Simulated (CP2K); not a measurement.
A run of CP2K 2026.2:

The input si2w_bands.inp:

```
&GLOBAL
  PROJECT si2w_bands
  RUN_TYPE ENERGY_FORCE
  PRINT_LEVEL LOW
&END GLOBAL
&FORCE_EVAL
  METHOD QS
  STRESS_TENSOR ANALYTICAL
  &DFT
    BASIS_SET_FILE_NAME BASIS_MOLOPT_UZH
    POTENTIAL_FILE_NAME POTENTIAL_UZH
    &MGRID
      CUTOFF 675
      REL_CUTOFF 60
      NGRIDS 5
    &END MGRID
    &QS
      METHOD GPW
      EPS_DEFAULT 1.0E-9
    &END QS
    &KPOINTS
      SCHEME MONKHORST-PACK 12 12 12
      GAMMA_CENTERED T
      SYMMETRY T
      SYMMETRY_BACKEND SPGLIB
    &END KPOINTS
    &SCF
      SCF_GUESS ATOMIC
      EPS_SCF 1.0E-6
      MAX_SCF 100
      ADDED_MOS 15
      CHOLESKY OFF
      EPS_EIGVAL 1.0E-7
      &DIAGONALIZATION ON
        ALGORITHM STANDARD
      &END DIAGONALIZATION
      &MIXING ON
        METHOD BROYDEN_MIXING
        ALPHA 0.4
        BETA 1.5
        NBUFFER 8
      &END MIXING
      &SMEAR ON
        METHOD FERMI_DIRAC
        ELECTRONIC_TEMPERATURE [K] 580.226
      &END SMEAR
    &END SCF
    &XC
      &XC_FUNCTIONAL
        &GGA_X_PBE
        &END GGA_X_PBE
        &GGA_C_PBE
        &END GGA_C_PBE
      &END XC_FUNCTIONAL
    &END XC
    &PRINT
      &KPOINTS ON
      &END KPOINTS
      &MULLIKEN ON
      &END MULLIKEN
      &MO ON
        ENERGIES T
        OCCUPATION_NUMBERS T
        &EACH
          QS_SCF 0
        &END EACH
        ADD_LAST NUMERIC
      &END MO
      &BAND_STRUCTURE
        FILE_NAME bands.bs
        ADDED_MOS 4
        &KPOINT_SET
          UNITS B_VECTOR
          NPOINTS 10
          SPECIAL_POINT GAMMA 0.00000000 0.00000000 0.00000000
          SPECIAL_POINT X 0.50000000 -0.50000000 0.00000000
          SPECIAL_POINT Y 0.50000000 -0.50000000 0.08423552
          SPECIAL_POINT S 0.29211776 -0.29211776 0.29211776
          SPECIAL_POINT GAMMA 0.00000000 0.00000000 0.00000000
          SPECIAL_POINT Z 0.50000000 0.50000000 -0.50000000
          SPECIAL_POINT S1 0.70788224 0.29211776 -0.29211776
          SPECIAL_POINT N 0.50000000 0.00000000 0.00000000
          SPECIAL_POINT P 0.75000000 -0.25000000 -0.25000000
          SPECIAL_POINT Y1 0.91576448 0.08423552 -0.50000000
          SPECIAL_POINT Z 0.50000000 0.50000000 -0.50000000
        &END KPOINT_SET
        &KPOINT_SET
          UNITS B_VECTOR
          NPOINTS 10
          SPECIAL_POINT X 0.50000000 -0.50000000 0.00000000
          SPECIAL_POINT P 0.75000000 -0.25000000 -0.25000000
        &END KPOINT_SET
      &END BAND_STRUCTURE
    &END PRINT
  &END DFT
  &SUBSYS
    &CELL
      ABC 4.5267083761 4.5267083761 4.5267083761
      ALPHA_BETA_GAMMA 138.4153173914 138.4153173913 60.2675125443
      PERIODIC XYZ
    &END CELL
    &COORD
      SCALED
      W   0.0000000000 0.0000000000 0.0000000000
      Si  0.6653000000 0.6653000000 0.0000000000
      Si  0.3347000000 0.3347000000 0.0000000000
    &END COORD
    &KIND W
      BASIS_SET TZVP-MOLOPT-PBE-GTH-q14
      POTENTIAL GTH-PBE-q14
    &END KIND
    &KIND Si
      BASIS_SET TZVP-MOLOPT-PBE-GTH-q4
      POTENTIAL GTH-PBE-q4
    &END KIND
    &PRINT
      &ATOMIC_COORDINATES ON
      &END ATOMIC_COORDINATES
      &CELL ON
      &END CELL
    &END PRINT
  &END SUBSYS
  &PRINT
    &FORCES ON
    &END FORCES
    &STRESS_TENSOR ON
    &END STRESS_TENSOR
  &END PRINT
&END FORCE_EVAL
```

Potentials or basis: POTENTIAL_UZH W GTH-PBE-q14, Si GTH-PBE-q4; TZVP-MOLOPT-PBE-GTH basis.

The run is started by

```console
$ OMP_NUM_THREADS=1 cp2k.psmp -i si2w_bands.inp -o si2w_bands.out
```

Hardware: 1 thread of Arm Neoverse V1, with other jobs on the host.

Question: How long does it take, and how much memory?

Answer: Wall time 3 min on 1 thread of Arm Neoverse V1, on a shared host, peak memory 0.56 GiB. Counts: scf iterations 12, k points 163, basis 69, bands 26, force evaluations 1.
